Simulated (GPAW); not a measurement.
The system is Rh.

```
Rh
1.0
     0.00000    1.89785    1.89785
     1.89785    0.00000    1.89785
     1.89785    1.89785    0.00000
Rh
1
Cartesian
  0.0000 0.0000 0.0000
```

```yaml
Program: GPAW 26.7.0
Task: relaxation of cell and atoms
Functional: PBEsol
Dispersion: D3(BJ)+ATM
Potentials_or_basis: PAW data sets generated in the run's folder for this functional
Cutoff: 600 eV
Basis: pw
k_mesh: 12 × 12 × 12
Occupations: fermi-dirac, width 0.05 eV
Spin: no spin polarisation
```

At the start: pressure -6.8 GPa; volume 13.67 Å³/atom.

Task: Where does the relaxation end?

Result: Over 3 steps the energy falls by 6.9 meV/atom and the volume is 13.36 Å³/atom (-2.3 %); space group Fm-3m (No. 225, to 0.05 Å).

Step by step:
| step | energy change (eV) | largest force (eV/Å) | pressure (GPa) | volume (Å³) |
| --- | --- | --- | --- | --- |
| 1 | 0.0000 | 0.0000 | -6.79 | 13.67 |
| 2 | -0.0069 | 0.0000 | 0.49 | 13.34 |
| 3 | -0.0069 | 0.0000 | -0.02 | 13.36 |

Final structure:
```
CELL_PARAMETERS angstrom
0.00000 1.88323 1.88323
1.88323 0.00000 1.88323
1.88323 1.88323 0.00000
ATOMIC_POSITIONS crystal
Rh 0.00000 0.00000 0.00000
```

Caveat: later steps reuse the first step's grids; pairwise dispersion overbinds metals, which lowers pressure and volume.
